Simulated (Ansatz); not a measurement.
WC:

```
W C
1.0
     0.00000    2.19268    2.19268
     2.19268    0.00000    2.19268
     2.19268    2.19268    0.00000
W C
1 1
Direct
  0.00000 0.00000 0.00000
  0.50000 0.50000 0.50000
```

Measurements of this composition are mostly on another form, of space group No. 187.

| Property | Result |
| --- | --- |
| Program | Ansatz 0.2.0 |
| Task | relaxation of cell and atoms |
| Functional | PBEsol |
| Potentials or basis | Ansatz PAW |
| Cutoff | 420 eV (not typed: the program's choice for these potentials) |
| k mesh | 7 × 7 × 7 |
| Occupations | fermi-dirac, width 0.05 eV |
| Spin | no spin polarisation |

At the start: volume 10.54 Å³/atom.

**Question.** How do energy, volume and symmetry change on relaxing?

**Answer.** It ends after 7 steps and the volume is 10.25 Å³/atom (-2.8 %); space group Fm-3m (No. 225, to 0.05 Å).

The path:
| step | energy change (eV) | largest force (eV/Å) | volume (Å³) |
| --- | --- | --- | --- |
| 1 | 0.0000 | 0.0000 | 21.08 |
| 2 | -0.0164 | 0.0000 | 20.23 |
| 3 | -0.0205 | 0.0000 | 20.51 |
| 4 | -0.0205 | 0.0000 | 20.50 |
| 5 | -0.0195 | 0.0000 | 20.50 |
| 6 | -0.0195 | 0.0000 | 20.50 |
| 7 | -0.0195 | 0.0000 | 20.50 |

Final structure:
```xyz
2
Lattice="0.0000 2.1722 2.1722 2.1722 0.0000 2.1722 2.1722 2.1722 0.0000" Properties=species:S:1:pos:R:3 pbc="T T T"
W     0.0000    0.0000    0.0000
C     2.1722    2.1722    2.1722
```

Caveat: the plane-wave basis is chosen anew once the cell has moved, so the energies of steps on either side of that aren't comparable; the pressure holds a Pulay correction of +0.3 GPa for the finite cutoff; the PAW data sets come from PBE, with cores solved anew for the run's functional, which leaves a small shift of forces and pressure.
